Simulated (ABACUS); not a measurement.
InP:

```
CELL_PARAMETERS angstrom
0.00000 2.93050 2.93050
2.93050 0.00000 2.93050
2.93050 2.93050 0.00000
ATOMIC_POSITIONS crystal
In 0.00000 0.00000 0.00000
P 0.75000 0.75000 0.75000
```

| Property | Result |
| --- | --- |
| Program | ABACUS 3.10.1 |
| Task | relaxation of cell and atoms |
| Functional | PBE |
| Potentials or basis | PseudoDojo NC SR 0.5 PBE standard |
| Cutoff | 1361 eV |
| Density cutoff | 5442 eV |
| Basis | TZDP LCAO (the cutoffs set its grid) |
| k mesh | 7 × 7 × 7 |
| Occupations | fermi-dirac, width 0.05 eV |
| Spin | no spin polarisation |

At the start: pressure 3.7 GPa; volume 25.17 Å³/atom.

Q: Where does the relaxation end?

A: Over 3 steps the energy falls by 15.3 meV/atom and the volume is 26.57 Å³/atom (+5.6 %); space group F-43m (No. 216, to 0.05 Å).

The path:
```csv
step,energy change (eV),largest force (eV/Å),pressure (GPa),volume (Å³)
1,0.0000,0.0000,3.70,50.33
2,-0.0209,0.0000,-1.76,54.85
3,-0.0307,0.0000,0.00,53.14
```

Final structure:
```
In P
1.0
     0.00000    2.98391    2.98391
     2.98391    0.00000    2.98391
     2.98391    2.98391    0.00000
In P
1 1
Direct
  0.00000 0.00000 0.00000
  0.75000 0.75000 0.75000
```

Caveat: the atomic orbitals were generated for these runs and aren't a published set; the basis of atomic orbitals isn't converged, which shifts pressures, moduli and gaps.
